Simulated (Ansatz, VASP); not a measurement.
**SbS4 in VASP and in Ansatz**

```
Sb S
1.0
     4.83567    0.00000    0.00000
     0.00000    4.83567    0.00000
     0.00000    0.00000    4.83567
Sb S
1 4
Direct
  0.00000 0.00000 0.00000
  0.29009 0.29009 0.29009
  0.70991 0.70991 0.29009
  0.29009 0.70991 0.70991
  0.70991 0.29009 0.70991
```

Change from the starting cell: species swapped into the SnI4 type (P-43m, No. 215).

Alike in both runs: functional PBE; k mesh 4 × 4 × 4; occupations gaussian, width 0.1 eV; no spin polarisation.

Ansatz relaxed the structure, and its values are those at the end. VASP's run is a single point on that final structure, the one shown.

```csv
,VASP,Ansatz
version,VASP 6.6.1,Ansatz 0.2.0
potentials or method,"VASP PAW PBE potentials, release 64 (Sb, S)","scalar-relativistic, plane waves, PAW"
plane-wave cutoff (eV),520,420
valence electrons in the cell,29,39
```

VASP gave:

- gap on the k mesh at the Fermi level (eV): none
- pressure (GPa): -0.2
- rms of the force components (eV/Å): 0.004

Which values does Ansatz return?

gap on the k mesh at the Fermi level (eV): none; pressure (GPa): -0.1; rms of the force components (eV/Å): 0.003.

A gap of «none» marks a metal or a gap that the smearing closes. The two sets of potentials don't hold the same shells in valence.

Spin-orbit coupling is left out, which matters for the levels of Sb.
